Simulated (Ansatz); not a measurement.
C:

```
C
1.0
     2.12732   -1.22828    0.00000
     2.12732    1.22828    0.00000
    -1.37907    0.00000    3.50283
C
2
Direct
  0.16664 0.16664 0.99991
  0.83336 0.83336 0.00009
```

This is a stacking variant of graphite.

Base run:

```yaml
Program: Ansatz 0.2.0
Functional: LDA
Potentials_or_basis: Ansatz PAW
Cutoff: "420 eV (not typed: the program's choice for these potentials)"
k_mesh: 13 × 13 × 8
Occupations: fermi-dirac, width 0.05 eV
Spin: no spin polarisation
```

Its results: pressure -4.1 GPa.

Problem. The run is repeated on the same cell with these changes: functional from LDA to BLYP. What comes out?

Solution. Pressure 6.4 GPa.

BLYP binds less tightly than LDA, so the same cell stands under more pressure.

Caveats: the PAW data sets come from PBE, with cores solved anew for the run's functional, which leaves a small shift of forces and pressure; this functional lacks dispersion, which binds the layers, so the pressure and a relaxed spacing across them are unreliable (some runs).
